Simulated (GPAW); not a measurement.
Crystal: Sc.

```
Sc
1.0
     3.19612    0.00000    0.00000
     1.59806    2.76792    0.00000
     1.59806    0.92264    2.60962
Sc
1
Direct
  0.00000 0.00000 0.00000
```

This isn't the form of Sc at room conditions, which is hcp.

The cell isn't the ideal one: the cell as VASP's run set it.

```yaml
Program: GPAW 26.7.0
Task: relaxation of cell and atoms
Functional: PBE
Potentials_or_basis: GPAW PAW data sets (gpaw-data 1.2.1)
Cutoff: 600 eV
Basis: pw
k_mesh: 10 × 10 × 10
Occupations: methfessel-paxton, width 0.2 eV
Spin: collinear spin, ferromagnetic start
Starting_moments: "[0.5] μB"
Hubbard_terms: Sc d U = 1.5 eV
```

At the start: pressure 6.8 GPa; volume 23.09 Å³/atom.

Where does the relaxation end?

Over 4 steps the energy falls by 54.1 meV/atom and the volume is 25.77 Å³/atom (+11.6 %); space group Fm-3m (No. 225, to 0.05 Å); moment 0.00 μB per cell.

The path:
| step | energy change (eV) | largest force (eV/Å) | pressure (GPa) | volume (Å³) |
| --- | --- | --- | --- | --- |
| 1 | 0.0000 | 0.0000 | 6.83 | 23.09 |
| 2 | -0.0334 | 0.0000 | 3.98 | 24.08 |
| 3 | -0.0540 | 0.0000 | 0.13 | 25.71 |
| 4 | -0.0541 | 0.0000 | 0.00 | 25.77 |

Final structure:
```
CELL_PARAMETERS angstrom
3.31556 0.00000 0.00000
1.65778 2.87136 0.00000
1.65778 0.95712 2.70714
ATOMIC_POSITIONS crystal
Sc 0.00000 0.00000 0.00000
```

Caveat: each step starts from the last one's moments, so a moment once lost doesn't come back; later steps reuse the first step's grids; this smearing can pin the Fermi level at a band edge; the U is typed as a test and isn't derived for this compound.
